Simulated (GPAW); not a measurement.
# BP (F-43m) in GPAW: settings compared, part 2 of 2

GPAW 26.7.0. Earlier steps stand in the parts before.

**3. G0W0 quasiparticle levels, PBE**

run.py

```python
import json
import numpy as np
from ase import Atoms
from ase.dft.bandgap import bandgap
from ase.io import write
from gpaw import GPAW, PW
from gpaw.response.g0w0 import G0W0

atoms = Atoms(['P', 'B'],
              cell=[[0.0, 2.269, 2.269],
                    [2.269, 0.0, 2.269],
                    [2.269, 2.269, 0.0]],
              scaled_positions=[[0.75, 0.75, 0.75],
                                [0.0, 0.0, 0.0]],
              pbc=True)

calc = GPAW(mode=PW(600),
            xc='PBE',
            kpts={'size': (6, 6, 6), 'gamma': True},
            occupations={'name': 'fermi-dirac', 'width': 0.001},
            nbands=11,
            convergence={'density': 1e-06},
            maxiter=150,
            txt='gpaw.txt')
atoms.calc = calc
energy = atoms.get_potential_energy()
calc.write('gs.gpw')
write('result.traj', atoms)
print(f'Energy: {energy:.6f} eV')
print('Fermi level:', round(calc.get_fermi_level(), 4), 'eV')
print(f'Gap: {bandgap(calc)[0]:.4f} eV, direct: {bandgap(calc, direct=True)[0]:.4f} eV')

calc.diagonalize_full_hamiltonian(nbands=101)
calc.write('full.gpw', mode='all')

ibz = calc.get_ibz_k_points()
gap, vbm, cbm = bandgap(calc, output=None)
gap, direct, _ = bandgap(calc, direct=True, output=None)
gamma = int(np.abs(ibz).sum(1).argmin())
kpts = sorted({gamma, vbm[1], cbm[1], direct[1]})
gw = G0W0(calc='full.gpw',
          filename='gw',
          ecut=150,
          ecut_extrapolation=True,
          relbands=(-2, 2),
          kpts=kpts,
          integrate_gamma='WS',
          ppa=True)
gw.calculate()
results = {mode: {key: np.asarray(r[key]).tolist() for key in ['f', 'eps', 'vxc', 'exx', 'sigma', 'Z', 'qp', 'sigma_eskn']}
           for mode, r in gw.all_results.items()}
json.dump({'kpts': ibz[kpts].tolist(), 'results': results}, open('gw.json', 'w'))
for mode, r in results.items():
    f, qp = np.array(r['f']), np.array(r['qp'])
    print(mode, 'quasiparticle energies (eV):')
    print(qp.round(3))
    print(mode, 'gap:', round(qp[f < 0.5].min() - qp[f > 0.5].max(), 4), 'eV')
```

Potentials or basis: GPAW PAW data sets (gpaw-data 1.2.1), pw.

Run with:

```console
$ OMP_NUM_THREADS=1 python run.py
```

gpaw.txt:

```text
__  _  _
 | _ |_)|_||  |
 |__||  | ||/\| - 26.7.0

Input parameters:
  mode=PW(ecut=600.0),
  convergence={'density': 1e-06},
  kpts=MonkhorstPack(size=(6, 6, 6), gamma=True),
  maxiter=150,
  nbands=11,
  occupations=Occupations(name='fermi-dirac', width=0.001),
  xc=XC(name='PBE')

Diagonalizing LCAO Hamiltonian
Converting LCAO to pw mode

                  P

       B

Atoms  # Å, Bohr magnetons
|   | symbol |        x |        y |        z |    initial magnetic moments |
|---|--------|----------|----------|----------|-----------------------------|
| 0 |      P | 3.403500 | 3.403500 | 3.403500 | ( 0.0000,  0.0000,  0.0000) |
| 1 |      B | 0.000000 | 0.000000 | 0.000000 | ( 0.0000,  0.0000,  0.0000) |

Unit cell  # Å
| periodic |        x |        y |        z |  lengths |    angles |
|----------|----------|----------|----------|----------|-----------|
|      yes | 0.000000 | 2.269000 | 2.269000 | 3.208851 | 60.000000 |
|      yes | 2.269000 | 0.000000 | 2.269000 | 3.208851 | 60.000000 |
|      yes | 2.269000 | 2.269000 | 0.000000 | 3.208851 | 60.000000 |

Number of symmetries: 24
Symmetry operations  # r_c * U_cc + t_c -> r_c
|    | kind |            matrix            |
|----|------|------------------------------|
|  0 |  E   |  1, 0, 0,  0, 1, 0,  0, 0, 1 |
|  1 |  σ   |  1, 0, 0,  0, 0, 1,  0, 1, 0 |
|  2 |  σ   |  1, 0,-1,  0, 1,-1,  0, 0,-1 |
|  3 |  C3  |  1, 0,-1,  0, 0,-1,  0, 1,-1 |
|  4 |  C3  |  1,-1, 0,  0,-1, 1,  0,-1, 0 |
[... 130 lines left out ...]
  Backstep threshold: 4.0
  History deletion threshold: 6.0
  Fourier metric: weight=20.0, sigma=0.015

occupation numbers:
  Fermi-Dirac:
    width: 0.0010  # eV

poisson solver:
  ecut: 4800.0  # eV

xc functional:
  name: PBE with 2 nearest neighbor stencil

convergence criteria:
- Maximum integral of absolute [dens]ity change: 1e-06 electrons / valence electron
- Maximum [total energy] change in last 3 cyles: 0.0005 eV / valence electron
- Maximum integral of absolute [eigenst]ate change: 4e-08 eV^2 / valence electron
maximum number of iterations: 150

SCF iterations
|iter     | |      energy | eigst |  dens |
|---------|-|-------------|-------|-------|
|iter:   1| |  -13.486555 | +0.11 |       |
|iter:   2| |  -13.373897 | -2.14 | -0.70 |
|iter:   3| |  -12.874389 | -1.55 | -0.74 |
|iter:   4| |  -12.868373 | -3.00 | -1.43 |
|iter:   5| |  -12.868459 | -4.08 | -1.94 |
|iter:   6| |  -12.868490c| -5.54 | -2.61 |
|iter:   7| |  -12.868490c| -7.20 | -3.72 |
|iter:   8| |  -12.868490c| -8.55c| -4.32 |
|iter:   9| |  -12.868490c| -9.54c| -5.66 |
|iter:  10| |  -12.868490c|-10.32c| -6.11c|

Converged in 10 steps
Energy contributions relative to reference atoms: (reference = -9972.403226)

Energy contributions:
  Kinetic:          13.635361
  Coulomb:         -11.854545
  Zero:             -0.026509
  External:          0.000000
  Xc:              -14.622798
  Entropy:          -0.000000
  Spinorbit:         0.000000
  ----------------------------
  Free energy:     -12.868490
  Extrapolated:    -12.868490

dipole moment: (-3.353665, -3.353665, -3.353665)  # |e|*Ang

Fermi level: 9.163
Eigenvalues  # (at kpt = [0.000, 0.000, 0.000])
| band index |      eig [eV] | occ [0-2] |
|------------|---------------|-----------|
|          0 |        -7.245 |     2.000 |
|          1 |         8.216 |     2.000 |
|          2 |         8.216 |     2.000 |
|          3 |         8.216 |     2.000 |
|          4 |        11.619 |     0.000 |
|          5 |        11.619 |     0.000 |
|          6 |        11.619 |     0.000 |
|          7 |        15.613 |     0.000 |
|          8 |        19.772 |     0.000 |
|          9 |        20.240 |     0.000 |
|         10 |        20.240 |     0.000 |

Gap: 1.336 eV
Transition (v -> c):
  (s=0, k=0, n=3, [0.00, 0.00, 0.00]) -> (s=0, k=12, n=4, [0.50, 0.50, 0.00])
Direct/indirect transitions are different
Direct gap: 3.403 eV
Transition at: (s=0, k=0, n=3, [0.00, 0.00, 0.00])
# Writing to gs.gpw (mode='')

Matrix size: 797x797
# Writing to full.gpw (mode='all')
```

gw.w.txt:

```text
FrequencyGridDescriptor(from 0.000+0.000j to 0.000+27.211j eV, 2 points)
FrequencyGridDescriptor(from 0.000+0.000j to 0.000+27.211j eV, 2 points)

BZ k-points: Symmetries present (total): 24

216 k-points: 6 x 6 x 6 Monkhorst-Pack grid + [1/12,1/12,1/12]
16 k-points in the irreducible part of the Brillouin zone
       k-points in crystal coordinates                weights
[... 151 lines left out ...]
   5   0.000  11.619 -13.592  -8.712  -4.588  -0.256   0.796  11.852

k-point 1 (12): (0.500, 0.500, 0.000)                GW
band       f     eps     vxc     exx   sigma  dsigma       Z      qp
                                                                   GW
   2   1.000   4.101 -13.872 -17.221   2.187  -0.284   0.779   3.195
   3   1.000   4.101 -13.872 -17.221   2.187  -0.284   0.779   3.195
   4   0.000   9.552 -11.670  -7.331  -4.328  -0.237   0.808   9.561
   5   0.000   9.873 -11.656  -7.253  -4.361  -0.230   0.813   9.908
```

It took 2.8 min on 1 thread of Intel Xeon 6975P-C (Granite Rapids), shared host; peak memory 0.37 GiB.

Results:

```yaml
Free_energy: -12.8685 eV
Band_gap_on_the_k_mesh_mean-field_level: 1.34 eV, indirect (least direct gap 3.40 eV)
Quasiparticle_gap: 2.08 eV
Least_direct_quasiparticle_gap: 4.37 eV
```

Levels at points of the mesh, in eV from the valence-band top:
| k point | band 1 | band 2 | band 3 | band 4 | band 5 | band 6 | band 7 |
| --- | --- | --- | --- | --- | --- | --- | --- |
| (0.00, 0.00, 0.00) | -15.46 | 0.00 | 0.00 | 0.00 | 3.40 | 3.40 | 3.40 |
| (0.50, 0.50, 0.00) | -10.61 | -8.58 | -4.12 | -4.12 | 1.34 | 1.66 | 12.09 |
| (0.50, 0.50, 0.50) | -12.14 | -9.04 | -1.76 | -1.76 | 3.78 | 4.70 | 4.70 |

Caveat: the k mesh is coarse; the quasiparticle gap is taken among the few k points that were corrected; the long-wavelength limit can be off by a per cent or two. A k mesh can miss the band edges.

**4. G0W0 quasiparticle levels, LDA**

Edit run.py of step 3 so:

```diff
@@ -17,3 +17,3 @@
 calc = GPAW(mode=PW(600),
-            xc='PBE',
+            xc='LDA',
             kpts={'size': (6, 6, 6), 'gamma': True},
```

Potentials or basis: the program's PAW data sets (release 1.2.1) made for this functional, pw.

Run with:

```console
$ OMP_NUM_THREADS=1 python run.py
```

gpaw.txt:

```text
__  _  _
 | _ |_)|_||  |
 |__||  | ||/\| - 26.7.0

Input parameters:
  mode=PW(ecut=600.0),
  convergence={'density': 1e-06},
  kpts=MonkhorstPack(size=(6, 6, 6), gamma=True),
  maxiter=150,
  nbands=11,
  occupations=Occupations(name='fermi-dirac', width=0.001),
  xc=XC(name='LDA')

Diagonalizing LCAO Hamiltonian
Converting LCAO to pw mode

                  P

       B

Atoms  # Å, Bohr magnetons
|   | symbol |        x |        y |        z |    initial magnetic moments |
|---|--------|----------|----------|----------|-----------------------------|
| 0 |      P | 3.403500 | 3.403500 | 3.403500 | ( 0.0000,  0.0000,  0.0000) |
| 1 |      B | 0.000000 | 0.000000 | 0.000000 | ( 0.0000,  0.0000,  0.0000) |

Unit cell  # Å
| periodic |        x |        y |        z |  lengths |    angles |
[... 169 lines left out ...]
|iter:   3| |  -14.349600 | -1.54 | -0.73 |
|iter:   4| |  -14.339478 | -3.02 | -1.45 |
|iter:   5| |  -14.339166 | -4.16 | -1.97 |
|iter:   6| |  -14.339169c| -5.36 | -2.57 |
|iter:   7| |  -14.339169c| -7.06 | -3.77 |
|iter:   8| |  -14.339169c| -7.55c| -4.35 |
|iter:   9| |  -14.339169c| -8.67c| -5.55 |
|iter:  10| |  -14.339169c| -9.48c| -6.24c|

Converged in 10 steps
Energy contributions relative to reference atoms: (reference = -9935.220091)

Energy contributions:
  Kinetic:          13.684304
  Coulomb:         -11.864029
  Zero:             -0.024386
  External:          0.000000
  Xc:              -16.135059
  Entropy:          -0.000000
  Spinorbit:         0.000000
  ----------------------------
  Free energy:     -14.339169
  Extrapolated:    -14.339169

dipole moment: (-3.365896, -3.365896, -3.365896)  # |e|*Ang

Fermi level: 9.004
Eigenvalues  # (at kpt = [0.000, 0.000, 0.000])
| band index |      eig [eV] | occ [0-2] |
|------------|---------------|-----------|
|          0 |        -7.392 |     2.000 |
|          1 |         8.007 |     2.000 |
|          2 |         8.007 |     2.000 |
|          3 |         8.007 |     2.000 |
|          4 |        11.384 |     0.000 |
|          5 |        11.384 |     0.000 |
|          6 |        11.384 |     0.000 |
|          7 |        15.387 |     0.000 |
|          8 |        19.302 |     0.000 |
|          9 |        20.063 |     0.000 |
|         10 |        20.063 |     0.000 |

Gap: 1.300 eV
Transition (v -> c):
  (s=0, k=0, n=3, [0.00, 0.00, 0.00]) -> (s=0, k=12, n=4, [0.50, 0.50, 0.00])
Direct/indirect transitions are different
Direct gap: 3.376 eV
Transition at: (s=0, k=0, n=3, [0.00, 0.00, 0.00])
# Writing to gs.gpw (mode='')

Matrix size: 797x797
# Writing to full.gpw (mode='all')
```

stdout:

```text
Energy: -14.339169 eV
Fermi level: 9.0042 eV
Gap: 1.2997 eV, direct: 3.3764 eV
IBZ(<points: 16, symmetries: 24>)
Occupied bands: 4
Calculating eigenvalues:
  k-points: 2
  Bands: 2-5 (inclusive)
HSE06-eigenvalue shifts:
  min: -3.145 eV
  ave: 1.315 eV
  max: 5.106 eV
GW quasiparticle energies (eV):
[[[ 7.44   7.44  11.79  11.79 ]
  [ 3.155  3.155  9.491  9.82 ]]]
GW gap: 2.0513 eV
```

It took 3.4 min on 1 thread of Intel Xeon Platinum 8488C (Sapphire Rapids), shared host; peak memory 0.37 GiB.

Results:

```yaml
Free_energy: -14.3392 eV
Band_gap_on_the_k_mesh_mean-field_level: 1.30 eV, indirect (least direct gap 3.38 eV)
Quasiparticle_gap: 2.05 eV
Least_direct_quasiparticle_gap: 4.35 eV
```

Caveat: the k mesh is coarse; the quasiparticle gap is taken among the few k points that were corrected; the long-wavelength limit can be off by a per cent or two.
